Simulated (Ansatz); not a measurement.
Density of states of Eu

```
Eu
1.0
    -2.27550    2.27550    2.27550
     2.27550   -2.27550    2.27550
     2.27550    2.27550   -2.27550
Eu
1
Cartesian
  0.0000 0.0000 0.0000
```

Structure: COD 9008534, as refined from experiment and not relaxed.

Semilocal functionals without a Hubbard term describe localised f shells poorly; where the shell is localised, the real material differs.

The magnetic state is the one reached from the start moments; no search over orders was made, so it needn't be the ground state.

No spin–orbit coupling, which matters for the heavy atoms here.

Theory: Ansatz 0.2.0, DFT, PBE, all-electron LAPW, scalar-relativistic.

Numerical set-up: a Γ-centred 13×13×13 k mesh, Fermi–Dirac smearing of 0.05 eV, basis error target 0.25 meV/atom, spin-polarised from start moments Eu 7 μB, ending with a cell moment of 7.35 μB.

Which of the resolved shells contributes most within 0.3 eV of the Fermi level?

Eu 5d, with 77 % of all states there; Eu 4f follows with 13 %.

Where is the centre of the filled Eu 4f states between -14 eV and the top of the filled states?

-0.50 eV from the Fermi level.

Tabulate the density of states.

States per eV and cell, averaged over 0.6 eV, from -4.0 to 1.2 eV, with energies (bin centres) from the Fermi level; empty bins are left out. The partial columns, the largest 4 alone, are projections on Löwdin-orthogonalised atomic shells (those that the program's projection atoms carry: the occupied ones and, for some elements, an empty d or f shell; other empty shells have no column), summed over atoms of an element and both spins. Weights on diffuse s and p shells depend on that basis and aren't pure angular character.
```
E (eV)  spin-up  spin-down  Eu 4f  Eu 5d  Eu 6s  Eu 5p
  -3.8     0.06       0.00   0.00   0.00   0.06   0.00
  -3.2     0.12       0.04   0.00   0.01   0.14   0.00
  -2.6     0.18       0.10   0.00   0.05   0.21   0.00
  -2.0     0.28       0.15   0.00   0.15   0.27   0.01
  -1.4     0.52       0.24   0.02   0.42   0.29   0.01
  -0.8     5.98       0.44   5.31   0.85   0.22   0.01
  -0.2     6.64       0.55   6.16   0.87   0.11   0.02
   0.4     1.53       0.42   0.11   1.61   0.07   0.02
   1.0     0.88       1.41   0.06   1.98   0.08   0.02
```
